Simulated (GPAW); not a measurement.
**Zr: single point with PBE**

Zr:

```
Zr
1.0
    -1.81000    1.81000    1.81000
     1.81000   -1.81000    1.81000
     1.81000    1.81000   -1.81000
Zr
1
Direct
  0.00000 0.00000 0.00000
```

This isn't the form of Zr at room conditions, which is hcp.

```json
{
  "Program": "GPAW 26.7.0",
  "Task": "single point",
  "Functional": "PBE",
  "Potentials or basis": "GPAW PAW data sets (gpaw-data 1.2.1)",
  "Cutoff": "600 eV",
  "Basis": "pw",
  "k mesh": "10 × 10 × 10",
  "Occupations": "fermi-dirac, width 0.05 eV",
  "Spin": "no spin polarisation"
}
```

* Pressure: -3.6 GPa
* Band gap on the k mesh: none (metal or under the smearing width)

Levels at points of the mesh, in eV from the Fermi level:
```
           k point  band 4  band 5  band 6  band 7  band 8  band 9
(0.00, 0.00, 0.00)  -26.11   -5.38    1.07    1.07    1.07    3.49
(0.50, 0.50, 0.00)  -26.12   -2.76   -0.67    1.47    3.47    4.12
(0.50, 0.50, 0.50)  -26.74   -2.49   -2.49    5.47    5.47    5.47
```

It took 11 s on 1 thread of Arm Neoverse V1, on a shared host, peak memory 0.14 GiB.
